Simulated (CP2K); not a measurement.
Runs of CP2K 2026.2 on CuO. The typed cell holds 4 atoms: a = 2.880 Å, b = 2.880 Å, c = 5.176 Å, α = 89.81°, β = 89.81°, γ = 89.22°. The cell comes from a database or a generator and needn't be the stable form of this composition.

```tsv
level	cutoff of the non-local correlation (Ry)	gap on the mesh (eV)	pressure (GPa)	largest force (eV/Å)
LDA	-	none	(a)	0.02
optB88-vdW	300	none	8.5	0.04
RPBE	-	none	(b)	0.02
PBEsol	-	none	1.7	0.03
PW91	-	none	8.2	0.04
```

Alike in all rows: task atomic charges; potentials or basis POTENTIAL_UZH Cu GTH-PBE-q11, O GTH-PBE-q6; TZVP-MOLOPT-PBE-GTH basis; no spin polarisation; cell as given; k mesh 9 × 9 × 5; smearing fermi-dirac 0.05 eV.

Question: Estimate the missing entries.

Answer: (a) -2.9; (b) 12.9.

Caveats: the potentials were made for another functional, which shifts forces and pressure; the basis of atomic orbitals isn't converged, which shifts pressures, moduli and gaps; the run has no spin polarisation, though such a crystal can be magnetic; semilocal functionals often make such compounds metallic where correlation or magnetic order opens a gap, which also shifts bond lengths.

A gap of «none» marks a metal or a gap under the smearing width.

Runs at the PBE level aren't shown here.
